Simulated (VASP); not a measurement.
Crystal: HfO2.

```
CELL_PARAMETERS angstrom
5.21946 0.00000 0.00000
0.00000 5.00476 0.00000
0.00000 0.00000 5.03269
ATOMIC_POSITIONS crystal
Hf 0.96699 0.73252 0.74144
Hf 0.53301 0.73252 0.24144
Hf 0.46699 0.26748 0.74144
Hf 0.03301 0.26748 0.24144
O 0.63213 0.92865 0.87927
O 0.86787 0.92865 0.37927
O 0.23395 0.53988 0.49229
O 0.26605 0.53988 0.99229
O 0.76605 0.46012 0.99229
O 0.73395 0.46012 0.49229
O 0.13213 0.07135 0.87927
O 0.36787 0.07135 0.37927
```

Measurements of this composition are mostly on another form, of space group No. 14.

* Program: VASP 6.6.1
* Task: single point
* Functional: PBE
* Potentials or basis: VASP PAW PBE potentials, release 64 (Hf_pv, O)
* Cutoff: 520 eV
* k mesh: 5 × 6 × 5
* Occupations: fermi-dirac, width 0.05 eV
* Spin: no spin polarisation

On this cell: pressure 6.3 GPa; largest force 0.070 eV/Å; band gap on the k mesh 4.44 eV, indirect (least direct gap 4.65 eV).

The same run follows on a disturbed copy (atoms moved at random, drawn with an rms of 0.05 Å):

```
CELL_PARAMETERS angstrom
5.21946 0.00000 0.00000
0.00000 5.00476 0.00000
0.00000 0.00000 5.03269
ATOMIC_POSITIONS crystal
Hf 0.96174 0.73212 0.73881
Hf 0.53227 0.73612 0.24181
Hf 0.46851 0.27142 0.75413
Hf 0.03721 0.26175 0.25080
O 0.62770 0.92668 0.88079
O 0.86841 0.93107 0.38357
O 0.23989 0.53269 0.49992
O 0.27614 0.54123 0.98841
O 0.76469 0.45560 0.99350
O 0.74308 0.45565 0.48763
O 0.12419 0.06382 0.87332
O 0.36004 0.07275 0.38158
```

Problem. What changes?

Solution. The energy moves by +17.3 meV/atom; pressure 7.1 GPa; largest force 1.252 eV/Å; band gap on the k mesh 4.37 eV, indirect (least direct gap 4.66 eV).

Forces in eV/Å, atoms in the order of the input:
```
Hf   0.371 -0.606  0.269
Hf   0.085 -0.409  0.296
Hf   0.071 -0.178 -0.964
Hf  -0.286  0.737 -0.735
O    0.080 -0.158  0.092
O   -0.448 -0.501 -0.106
O   -0.105  0.605 -0.438
O   -0.894 -0.063  0.748
O    0.329  0.190 -0.069
O   -0.679  0.054  0.367
O    0.629  0.907  0.590
O    0.847 -0.579 -0.048
```

Stress tensor (GPa, compression positive):
```
 6.89 -0.38  0.73
-0.38  7.99  0.72
 0.73  0.72  6.52
```

Caveats: spin-orbit coupling is left out, which moves the levels of the heavy elements; an odd mesh through Γ misses points on the zone boundary, where band edges often lie.
